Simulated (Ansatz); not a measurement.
Input and command of a calculation in Ansatz (plane waves; scalar-relativistic PAW potentials unless the input names others):

```yaml
crystal:
  lattice:
    - [0.0, 2.1713573498, 2.1713573498]
    - [2.1713573498, 0.0, 2.1713573498]
    - [2.1713573498, 2.1713573498, 0.0]
  atoms:
    - { symbol: Ga, position: [0.0, 0.0, 0.0] }
    - { symbol: "N", position: [0.75, 0.75, 0.75] }
basis:
  ecutwfc: 420
kpoints:
  mp_grid: { grid: [12, 12, 12] }
hamiltonian:
  xc: pbesol
scf:
  occupations: { method: fixed }
  initial_density: { chi_scale: 0.3 }
output:
  forces: true
  eigenvalues: true
  stress: true
relax:
  adjacent_minimum: "off"
  f_tol: 0.001
  max_steps: 60
  cell: { stress_tol: 0.02, p_target: 25.0 }
```

```bash
ansatz run input.yaml --threads 1 --pin off --max-ram 3072MiB --backend cpu --events-out ev --progress --plain --runs-dir out
```

Abridged log:
```
Pseudopotentials: kind: paw
Pseudopotential: Ga, paw, valence charge 13, recommended cutoff 420 eV (normal)
Pseudopotential: N, paw, valence charge 5, recommended cutoff 420 eV (normal)
Functional definition: PBEsol
Crystal: 2 atoms, lattice volume = 20.475 Å³
Basis set: ecut = 420 eV, 411 PW (Γ), exchange–correlation on 48×48×48 points (8 copies of the dense FFT grid, shifted against one another)
Bands: 13, of which v1, the nominal top of the filled ones, is band 9 counted from 1 (8 counted from 0)
Symmetry: 24 space group operations
Space group: F-43m (ITA 216), of the structure as read, at distance tolerance 2.7e-5 Å
k-points: 72 of 1728 (time reversal used)
Initial density: superposition of atomic densities (chi_scale 0.3, normalization cell, long waves kept (reshape's long-wave potential 0.00 eV rms))
Initial wavefunctions: pseudopotential atomic-orbital guess
Functional: x = pbesol(κ = 0.804, μ = 0.12345679), c = pbesol(β = 0.046)
SCF iter   1: F=—  HF=-4123.646450 eV  |F-HF|=—  |Δ(HF+E_count)|=         —  Δρ=1.29e-1  dr2=2.26e0  ethr=3.10e-3  ⟨swp⟩=4.3  Hψ=4495  notcnv=0  defer=81
SCF iter   2: F=—  HF=-4122.815091 eV  |F-HF|=—  |Δ(HF+E_count)|=   8.31e-1  Δρ=3.20e-2  dr2=2.02e-1  ethr=3.10e-3  ⟨swp⟩=2.9  Hψ=2500  notcnv=0  defer=97
SCF iter   3: F=—  HF=-4122.689300 eV  |F-HF|=—  |Δ(HF+E_count)|=   1.26e-1  Δρ=2.11e-2  dr2=5.29e-2  ethr=1.12e-3  ⟨swp⟩=2.2  Hψ=1723  notcnv=0  defer=142
SCF iter   4: F=—  HF=-4122.675725 eV  |F-HF|=—  |Δ(HF+E_count)|=   1.36e-2  Δρ=8.87e-3  dr2=9.30e-3  ethr=2.94e-4  ⟨swp⟩=3.0  Hψ=1844  notcnv=0  defer=142
SCF iter   5: F=—  HF=-4122.673095 eV  |F-HF|=—  |Δ(HF+E_count)|=   2.63e-3  Δρ=2.14e-3  dr2=4.01e-4  ethr=5.17e-5  ⟨swp⟩=2.0  Hψ=1599  notcnv=0  defer=142
SCF iter   6: F=—  HF=-4122.673441 eV  |F-HF|=—  |Δ(HF+E_count)|=   3.46e-4  Δρ=4.12e-4  dr2=2.02e-5  ethr=2.23e-6  ⟨swp⟩=2.0  Hψ=1684  notcnv=0  defer=142
SCF iter   7: F=—  HF=-4122.673440 eV  |F-HF|=—  |Δ(HF+E_count)|=   4.01e-7  Δρ=3.13e-5  dr2=1.12e-7  ethr=1.12e-7  ⟨swp⟩=2.0  Hψ=1521  notcnv=0  defer=1
SCF iter   8: F=-4122.673440 eV  HF=-4122.673440 eV  |F-HF|=3.92e-10  |Δ(HF+E_count)|=   9.17e-9  Δρ=2.01e-6  dr2=4.58e-10  ethr=5.56e-10  ⟨swp⟩=6.1  Hψ=5033  notcnv=0
SCF 1 converged in 8 iterations: F = -4122.673440 eV  dr2 = 4.58e-10
relax step   1: F+E_penalty+E_count = -4122.67344038 eV  Δ(F+E_penalty+E_count) = +0.000e0 eV  max|allowed force component| = 2.035e-16 eV/Å  Δτ_max = 0.0000 Å  P = +24.988 GPa  Ω = 20.475 Å³  (8 SCF iters, dr2 threshold 1.00e-7 eV, accepted)
Initial density: handed on by an earlier stage of this run
Initial wavefunctions: pseudopotential atomic-orbital guess (no wavefunctions were taken with the density)
SCF iter   1: F=—  HF=-4122.673442 eV  |F-HF|=—  |Δ(HF+E_count)|=         —  Δρ=1.93e-6  dr2=4.27e-10  ethr=2.23e-8  ⟨swp⟩=3.0  Hψ=7169  notcnv=0  defer=77
SCF iter   2: F=—  HF=-4122.673440 eV  |F-HF|=—  |Δ(HF+E_count)|=   1.22e-6  Δρ=5.39e-7  dr2=3.73e-11  ethr=2.37e-12  ⟨swp⟩=2.1  Hψ=1600  notcnv=0  defer=17
SCF iter   3: F=—  HF=-4122.673440 eV  |F-HF|=—  |Δ(HF+E_count)|=  1.82e-12  Δρ=3.65e-7  dr2=1.27e-11  ethr=1.00e-12  ⟨swp⟩=2.1  Hψ=1535  notcnv=0  defer=17
SCF iter   4: F=—  HF=-4122.673440 eV  |F-HF|=—  |Δ(HF+E_count)|=  5.46e-12  Δρ=1.52e-7  dr2=3.38e-12  ethr=1.00e-12  ⟨swp⟩=1.0  Hψ=936  notcnv=0  defer=17
SCF iter   5: F=-4122.673440 eV  HF=-4122.673440 eV  |F-HF|=9.09e-13  |Δ(HF+E_count)|=  1.82e-12  Δρ=3.82e-8  dr2=1.24e-13  ethr=1.00e-12  ⟨swp⟩=5.5  Hψ=4326  notcnv=0
SCF 2 converged in 5 iterations: F = -4122.673440 eV  dr2 = 1.24e-13
SCF converged after 5 iterations
Free energy (F): -4122.673440 eV
Harris-Foulkes:  -4122.673440 eV  (|F-HF|=9.09e-13)
Internal energy: -4122.673440 eV  (E = F + TS)
E sigma→0 (E₀):  -4122.673440 eV
Fermi energy:    11.312206 eV
--- Forces (eV/Å), atoms counted from 1 ---
  atom   1  Ga     0.00000000     0.00000000     0.00000000
  atom   2  N      0.00000000     0.00000000     0.00000000
--- Stress (GPa, compression-positive) ---
       24.987495       0.000000       0.000000
        0.000000      24.987495       0.000000
        0.000000       0.000000      24.987495
  P = ⅓ Tr σ = 24.9875 GPa (249.875 kbar)
--- Relaxed structure (1 steps of the walk, 1 accepted, 1 SCFs on fresh bases) ---
  F+E_penalty+E_count = -4122.67344038 eV   max|allowed force component| = 1.665e-16 eV/Å   (the final SCF, on the basis selected at the relaxed cell)
  cell:  # Å, volume = 20.4750 Å³
    - [0.0, 2.1713573498, 2.1713573498]
    - [2.1713573498, 0.0, 2.1713573498]
    - [2.1713573498, 2.1713573498, 0.0]
  atoms:
    - { symbol: Ga, position: [0.0, 0.0, 0.0] }
    - { symbol: N, position: [0.75, 0.75, 0.75] }
```

Apart from outputs and empty bands, the input differs from a reference run on usual settings in scf.initial_density.chi_scale: not typed → 0.3. The reference, at the same start, ended its own course with a relaxed volume of 10.24 Å³/atom, pressure 24.99 GPa, largest force 0.000 eV/Å, gap on the mesh 2.37 eV. This run converged in 13 SCF iterations over all its steps (reference: 11) with an energy at zero smearing within 0.01 meV/atom of the reference's, a relaxed volume of 10.24 Å³/atom, pressure 24.99 GPa, largest force 0.000 eV/Å, gap on the mesh 2.37 eV.

The run took 5.2 s on 1 thread of Intel(R) Xeon(R) Platinum 8488C (Sapphire Rapids) (shared host), peak memory 0.35 GiB.